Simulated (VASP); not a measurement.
# MnS: DFT+U ground state, by Hubbard U and LDAUTYPE

MnS, P6_3mc (no. 186), 4 atoms in the cell.

| Hubbard U (eV) | LDAUTYPE | Hund's J (eV) | Form of DFT+U | Gap (eV) | Largest site moment (muB) | Time (s) |
|---|---|---|---|---|---|---|
| Mn shell d, U 3.7 | 1 | 0.7 | Liechtenstein, U + J and J | 2.13 | 4.43 | 42 |
| Mn shell d, U 3 | 1 | – | Liechtenstein, J = 0 | 2.14 | 4.43 | 37 |
| Mn shell d, U 3.7 | 2 | 0.7 | Dudarev, U + J and J | 2.14 | 4.43 | 44 |
| Mn shell d, U 3 | 2 | – | Dudarev, U alone | 2.14 | 4.43 | 40 |
| Mn shell d, U 3, S shell p, U 6 | 2 | – | Dudarev, U on the anion p shell too | 2.03 | 4.42 | 30 |
| Mn shell d, U 3.7 | 4 | 0.7 | type 4, U + J and J | 1.24 | 4.26 | 30 |
| – | – | – | none | 0.84 | 4.15 | 39 |

Limits: The cell is the same for all forms and was relaxed for none; total energies under different U or different forms can't be compared; magnetic orders weren't compared, so this needn't be the magnetic ground state.

## Input of the first row

INCAR:
```
SYSTEM = MnS
ALGO = Normal
AMIX = 0.2
AMIX_MAG = 0.8
BMIX = 1E-4
BMIX_MAG = 1E-4
EDIFF = 1E-6
ENCUT = 520
GGA = PE
ISIF = 2
ISMEAR = 0
ISPIN = 2
LASPH = .TRUE.
LCHARG = .FALSE.
LDAU = .TRUE.
LDAUJ = 0.7 0
LDAUL = 2 -1
LDAUPRINT = 1
LDAUTYPE = 1
LDAUU = 3.7 0
LMAXMIX = 4
LORBIT = 11
LREAL = .FALSE.
LWAVE = .FALSE.
MAGMOM = 5 -5 0 0
NELM = 200
PREC = Accurate
SIGMA = 0.05
```

KPOINTS:
```
k-points
0
Gamma
  7 7 4
```

POSCAR:
```
MnS
1.0
    3.9535769233      0.0000000000      0.0000000000
   -1.9767884617      3.4238980514      0.0000000000
    0.0000000000      0.0000000000      6.3425288600
Mn S
2 2
Direct
    0.6666666667      0.3333333333      0.4988446700
    0.3333333333      0.6666666667      0.9988446700
    0.3333333333      0.6666666667      0.6261543000
    0.6666666667      0.3333333333      0.1261543000
```

Commands:
```
cat potpaw_PBE.64/Mn_pv/POTCAR potpaw_PBE.64/S/POTCAR > POTCAR
mpirun -np 4 vasp_std > vasp.out
```

Changes of the last row against the first:
```
- LDAU = True
- LDAUTYPE = 1
- LDAUL = 2 -1
- LDAUU = 3.7 0
- LDAUJ = 0.7 0
- LDAUPRINT = 1
```

VASP 6.6.1 took 42 s on 4 cores (Intel Xeon Platinum 8488C (Sapphire Rapids)), a shared host.
